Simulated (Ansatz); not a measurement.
# Structures of InPd: which is lowest?

Plane-wave DFT in Ansatz with scalar-relativistic PAW potentials, cutoff 420 eV, Γ-centred meshes chosen by cell and gap, Gaussian smearing with energies taken to zero width. Every cell was relaxed (cell and atoms) in a run of its own, within the symmetry of its start. Functional: PBEsol.

Relaxed structures (starts from databases or built by putting these elements on another compound's sites):
A. Pm-3m, 2 atoms in the computed cell, a = 3.247 Å; sites (symmetry × multiplicity) In m-3m × 1, Pd m-3m × 1; start: database
B. P6_3/mmc, 4 atoms in the computed cell, a = 4.051 Å, c = 5.579 Å; sites (symmetry × multiplicity) In -6m2 × 2, Pd -3m. × 2; start: built

Task: Rank them by energy. Could pressure change the order?

Result:
| structure | group | E − E(lowest) (meV/atom) | V (Å³/atom) | gap on mesh (eV) |
| --- | --- | --- | --- | --- |
| A | Pm-3m | 0.0 | 17.11 | 0.00 |
| B | P6_3/mmc | 98 | 19.82 | 0.00 |

A is lowest, 98 meV/atom under B. The lowest is also the densest of these, so pressure wouldn't bring one of the others in at first order. Other structures may lie lower than all of these, and vibrations aren't counted.